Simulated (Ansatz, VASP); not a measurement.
# Ge: VASP beside Ansatz

Contents of INCAR:

```
SYSTEM = Ge
PREC = Accurate ; ENCUT = 520
EDIFF = 1E-6 ; ISMEAR = -1
SIGMA = 0.05 ; LREAL = .FALSE.
LASPH = .TRUE. ; NELM = 100
ALGO = Normal ; ISIF = 2
LWAVE = .FALSE. ; LCHARG = .FALSE.
GGA = PS ; NBANDS = 21
```

KPOINTS

```
regular mesh
0
G
  11 11 11
  0 0 0
```

The input POSCAR:

```
Ge
1.0
   -2.5744897190      2.5744897190      1.3974126432
    2.5744897190     -2.5744897190      1.3974126432
    2.5744897190      2.5744897190     -1.3974126432
Ge
2
Direct
    0.5000000000      0.5000000000      0.0000000000
    0.2500000000      0.7500000000      0.5000000000
```

The input input.yaml:

```yaml
crystal:
  lattice:
    - [-2.574489719, 2.574489719, 1.3974126432]
    - [2.574489719, -2.574489719, 1.3974126432]
    - [2.574489719, 2.574489719, -1.3974126432]
  atoms:
    - { symbol: Ge, position: [0.5, 0.5, 0.0] }
    - { symbol: Ge, position: [0.25, 0.75, 0.5] }
hamiltonian:
  xc: pbesol
  pseudopotentials: { kind: paw }
kpoints:
  mp_grid: { grid: [11, 11, 11] }
scf:
  occupations: { method: fermi_dirac, width: 0.05 }
output:
  forces: true
  stress: true
  eigenvalues: true
```

This isn't the form of Ge at room conditions, which is diamond.

Alike in both runs: task single point; functional PBEsol; k mesh 11 × 11 × 11; occupations fermi-dirac, width 0.05 eV; no spin polarisation.

|  | VASP | Ansatz |
| --- | --- | --- |
| version | VASP 6.6.1 | Ansatz 0.2.0 |
| potentials or method | VASP PAW PBE potentials, release 64 (Ge_d) | Ansatz PAW |
| plane-wave cutoff (eV) | 520 | 420 |
| valence electrons in the cell | 28 | 28 |

|  | VASP | Ansatz | Ansatz less VASP |
| --- | --- | --- | --- |
| gap on the k mesh at the Fermi level (eV) | none | none | - |
| pressure (GPa) | -0.7 | -0.6 | +0.06 |
| largest component of the traceless stress (GPa) | 0.16 | 0.18 | +0.027 |

A gap of «none» marks a metal or a gap that the smearing closes. With one functional, cell and mesh, what is left measures potentials, basis and numerics.

Caveats: the PAW data sets were made with another functional, which shifts forces and pressure a little (VASP); the PAW data sets come from PBE, with cores solved anew for the run's functional, which leaves a small shift of forces and pressure (Ansatz).
